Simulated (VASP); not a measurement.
# InPd (Pm-3m) in VASP: a series of runs

One crystal, InPd, is run at these levels: r2SCAN; tasks: single point.

Program: VASP 6.6.1. These are calculated values, not measurements. Logs are shortened: lines on timing, memory, paths and dates and some standing lists are left out, and cuts for length are marked.

## 1. The structure

Symmetry: Pm-3m, No. 221, cubic system. The conventional cell has a = 3.272 Å, b = 3.272 Å, c = 3.272 Å, α = 90.00°, β = 90.00°, γ = 90.00°. Around In (site symmetry m-3m) lie 8 Pd at 2.83 Å. Around Pd (site symmetry m-3m) lie 8 In at 2.83 Å.

The cell comes from a database or a generator and needn't be the stable form of this composition.

## 2. Single point, r2SCAN

File INCAR:

```
  PREC = Accurate
  ENCUT = 350
  EDIFF = 1E-6
  ISMEAR = 0
  SIGMA = 0.15
  LREAL = F
  LASPH = T
  NELM = 100
  ALGO = Normal
  ISIF = 2
  LWAVE = F
  LCHARG = F
  METAGGA = R2SCAN
  LMIXTAU = T
  ADDGRID = F
```

File KPOINTS:

```
regular mesh
0
Gamma
  2 2 2
```

File POSCAR:

```
InPd
1.0
    3.2718847800      0.0000000000      0.0000000000
    0.0000000000      3.2718847800      0.0000000000
    0.0000000000      0.0000000000      3.2718847800
In Pd
1 1
Direct
    0.0000000000      0.0000000000      0.0000000000
    0.5000000000      0.5000000000      0.5000000000
```

Potentials or basis: VASP PAW PBE potentials, release 64 (In_d, Pd).

Launch:

```console
$ cat potpaw_PBE.64/In_d/POTCAR potpaw_PBE.64/Pd/POTCAR > POTCAR
$ mpirun -np 1 vasp_std > vasp.out
```

OUTCAR:

```text
PREC = Accurate
   ENCUT = 350
   EDIFF = 1E-6
   ISMEAR = 0
   LREAL = F
   LASPH = T
   NELM = 100
   ISIF = 2
   METAGGA = R2SCAN

 Found      4 irreducible k-points:

 Following reciprocal coordinates:
            Coordinates               Weight
  0.000000  0.000000  0.000000      1.000000
  0.500000  0.000000  0.000000      3.000000
  0.500000  0.500000  0.000000      3.000000
  0.500000  0.500000  0.500000      1.000000
   k-points           NKPTS =      4   k-points in BZ     NKDIM =      4   number of bands    NBANDS=     15
   number of dos      NEDOS =    301   number of ions     NIONS =      2
   total plane-waves  NPLWV =   8000
   dimension x,y,z NGX =    20 NGY =   20 NGZ =   20
   dimension x,y,z NGXF=    40 NGYF=   40 NGZF=   40
   ions per type =               1   1
   NGX,Y,Z   is equivalent  to a cutoff of  10.16, 10.16, 10.16 a.u.
   NGXF,Y,Z  is equivalent  to a cutoff of  20.32, 20.32, 20.32 a.u.
 SYSTEM =  unknown system
   PREC   = accura    normal or accurate (medium, high low for compatibility)
   ISTART =      0    job   : 0-new  1-cont  2-samecut
   ICHARG =      2    charge: 1-file 2-atom 10-const
   ISPIN  =      1    spin polarized calculation?
   LNONCOLLINEAR =      F non collinear calculations
   LSORBIT =      F    spin-orbit coupling
   LASPH  =      T    aspherical Exc in radial PAW
   ENCUT  =  350.0 eV  25.72 Ry    5.07 a.u.   4.99  4.99  4.99*2*pi/ulx,y,z
   NELM   =    100;   NELMIN=  2; NELMDL= -5     # of ELM steps
   EDIFF  = 0.1E-05   stopping-criterion for ELM
   LREAL  =      F    real-space projection
   EDIFFG = 0.1E-04   stopping-criterion for IOM
   NSW    =      0    number of steps for IOM
   IBRION =     -1    ionic relax: 0-MD 1-quasi-New 2-CG
   NFREE  =      0    steps in history (QN), initial steepest desc. (CG)
   ISIF   =      2    stress and relaxation
   ISYM   =      2    0-nonsym 1-usesym 2-fastsym
   POTIM  = 0.5000    time-step for ionic-motion
   TEBEG  =    0.0;   TEEND  =   0.0 temperature during run
   PSTRESS=    0.0 pullay stress
   NELECT =      23.0000    total number of electrons
   NUPDOWN=      -1.0000    fix difference up-down
   EMIN   =  10.00;   EMAX   =-10.00  energy-range for DOS
   EFERMI =   0.00;   METHOD = LEGACY
   ISMEAR =     0;   SIGMA  =   0.15  broadening in eV -4-tet -1-fermi 0-gaus
   EFERMI_NEDOS =   21; number of points for ismear=-14 and -15
   IALGO  =     38    algorithm
   IMIX   =      4    mixing-type and parameters
     AMIX     =   0.40;   BMIX     =  1.00
     AMIX_MAG =   1.60;   BMIX_MAG =  1.00
  volume/ion in A,a.u.               =      17.51       118.18
  Fermi-wavevector in a.u.,A,eV,Ry     =   1.422938  2.688964 27.548447  2.024754
  Thomas-Fermi vector in A             =   2.543589
   LORBIT       =      0    0 simple, 1 ext, 2 COOP (PROOUT), +10 PAW based schemes
   METAGGA = R2SCAN    functional components
   LHFCALC =     F    Hartree Fock is set to
   AEXX    =    0.0000 exact exchange contribution
   IVDW    =     0    specifies the selected vdW correction
   LEPSILON=     F    determine dielectric tensor
   LRPA    =     F    only Hartree local field effects (RPA)
 non-spin polarized calculation
 Gauss-broadening in eV      SIGMA  =   0.15
  energy-cutoff  :      350.00
  volume of cell :       35.03
 maximum number of plane-waves:       552
 NGX is ok and might be reduce to    20
   NGX =  9   NGY =  9   NGZ =  9

 number of electron      23.0000012 magnetization

 Free energy of the ion-electron system (eV)
  ---------------------------------------------------
  ext. energy  EPLUGINS =         0.00000000
  ---------------------------------------------------
  free energy    TOTEN  =       -46.72638569 eV

  energy without entropy =      -46.69746150  energy(sigma->0) =      -46.71192360

 E-fermi :   9.0211     XC(G=0): -13.2967

 val. band max:        8.9754105323   @ k =   0.5000   0.0000   0.0000
 cond. band min:      10.7378780478   @ k =   0.5000   0.5000   0.5000
 fundamental gap:      1.7624675155
 Fermi energy:         9.0210960614

 k-point     1 :       0.0000    0.0000    0.0000
  band No.  band energies     occupation
      1      -5.0903      2.00000
      2      -5.0903      2.00000
      3      -4.6679      2.00000
      4      -4.6679      2.00000
      5      -4.6679      2.00000
      6      -0.0696      2.00000
      7       6.1812      2.00000
      8       6.1812      2.00000
      9       7.7459      2.00000
     10       7.7459      2.00000
     11       7.7459      2.00000
     12      14.9109      0.00000
     13      14.9109      0.00000
     14      14.9109      0.00000
     15      20.5536      0.00000

 k-point     2 :       0.5000    0.0000    0.0000
  band No.  band energies     occupation
      1      -5.0276      2.00000
      2      -4.7795      2.00000
      3      -4.7795      2.00000
      4      -4.7223      2.00000
      5      -4.6336      2.00000
      6       3.6375      2.00000
      7       4.0611      2.00000
      8       6.2048      2.00000
      9       6.7612      2.00000
     10       6.7612      2.00000
     11       7.6728      2.00000
     12       8.9754      1.33333
     13      20.5003      0.00000
     14      20.5003      0.00000
     15      20.5708      0.00000

 k-point     3 :       0.5000    0.5000    0.0000
  band No.  band energies     occupation
      1      -5.0439      2.00000
      2      -4.8919      2.00000
      3      -4.8171      2.00000
      4      -4.8171      2.00000
      5      -4.4427      2.00000
      6       3.9477      2.00000
      7       6.5297      2.00000
      8       7.3257      2.00000
      9       7.3257      2.00000
     10       7.9465      2.00000
     11       7.9465      2.00000
     12       8.3041      2.00000
     13      11.8972      0.00000
     14      12.9122      0.00000
     15      20.5777      0.00000

 k-point     4 :       0.5000    0.5000    0.5000
  band No.  band energies     occupation
      1      -4.9555      2.00000
      2      -4.9555      2.00000
      3      -4.9555      2.00000
      4      -4.4339      2.00000
      5      -4.4339      2.00000
      6       5.1255      2.00000
      7       5.1255      2.00000
      8       5.1255      2.00000
      9       8.3457      2.00000
     10       8.3457      2.00000
     11      10.7379      0.00000
     12      14.3296      0.00000
     13      14.3296      0.00000
     14      14.3296      0.00000
     15      14.8644      0.00000

------------------------ aborting loop because EDIFF is reached ----------------------------------------

  FORCE on cell =-STRESS in cart. coord.  units (eV):
  Direction    XX          YY          ZZ          XY          YZ          ZX
  --------------------------------------------------------------------------------------
  -------------------------------------------------------------------------------------
  Total       -0.9582072     -0.9582072     -0.9582072     -0.0000000      0.0000000     -0.0000000
  in kB      -43.8304589    -43.8304589    -43.8304589     -0.0000000      0.0000000     -0.0000000
  external PRESSURE =     -43.8304589 kB  Pullay stress =       0.0000000 kB

 VOLUME and BASIS-vectors are now :
 -----------------------------------------------------------------------------
  energy-cutoff  :      350.00
  volume of cell :       35.03
      direct lattice vectors                 reciprocal lattice vectors
     3.271884780  0.000000000  0.000000000     0.305634234  0.000000000  0.000000000
     0.000000000  3.271884780  0.000000000     0.000000000  0.305634234  0.000000000
     0.000000000  0.000000000  3.271884780     0.000000000  0.000000000  0.305634234

 POSITION                                       TOTAL-FORCE (eV/Angst)
 -----------------------------------------------------------------------------------
      0.00000      0.00000      0.00000         0.000000      0.000000      0.000000
      1.63594      1.63594      1.63594         0.000000      0.000000      0.000000
 -----------------------------------------------------------------------------------
    total drift:                               -0.000000      0.000000      0.000000

  FREE ENERGIE OF THE ION-ELECTRON SYSTEM (eV)
  ---------------------------------------------------
  free  energy   TOTEN  =       -46.7263856881 eV

  energy  without entropy=      -46.6974615031  energy(sigma->0) =      -46.71192360
```

Wall time 8.1 s (1 thread of Intel Xeon 6975P-C (Granite Rapids), shared host); peak memory 0.12 GiB.

These settings aren't checked as converged: the numbers below hold their error.

Results:

| Property | Result |
| --- | --- |
| Free energy | -46.7264 eV |
| Pressure | -4.4 GPa |
| Band gap on the k mesh | none (metal or under the smearing width) |

Caveat: the k mesh is coarse (spacing up to 0.96 Å⁻¹), so the values aren't converged; the PAW data sets were made with another functional, which shifts forces and pressure a little.

## 3. Single point, r2SCAN

INCAR is that of step 2.

KPOINTS is that of step 2.

File POSCAR:

```
InPd
1.0
    3.2718847800      0.0000000000      0.0000000000
    0.0000000000      3.2718847800      0.0000000000
    0.0000000000      0.0000000000      3.2718847800
In Pd
1 1
Direct
    0.0076950000     -0.0345290000      0.0307480000
    0.5133770000      0.5169540000      0.5028010000
```

Potentials or basis: VASP PAW PBE potentials, release 64 (In_d, Pd).

Launch:

```console
$ cat potpaw_PBE.64/In_d/POTCAR potpaw_PBE.64/Pd/POTCAR > POTCAR
$ mpirun -np 1 vasp_std > vasp.out
```

Run time: 9.3 s. Hardware: 1 thread of Intel Xeon 6975P-C (Granite Rapids), shared host; peak memory 0.12 GiB.

The run converged, but some of its settings lie outside the range that counts as converged, so its numbers aren't taken as properties of the crystal.

What came out:

* Free energy: -46.6285 eV
* Pressure: -2.3 GPa
* Largest force: 1.042 eV/Å
* Band gap on the k mesh: none (metal or under the smearing width)

Caveat: the k mesh is coarse (spacing up to 0.96 Å⁻¹), so the values aren't converged; the PAW data sets were made with another functional, which shifts forces and pressure a little.

## 4. For comparison

An earlier run on the cell as given: functional PBE; potentials or basis VASP PAW PBE potentials, release 64 (In_d, Pd); cutoff 520 eV; k mesh 8 × 8 × 8; occupations fermi-dirac, width 0.05 eV; no spin polarisation.

- Pressure: 3.7 GPa
- Band gap on the k mesh: none (metal or under the smearing width)
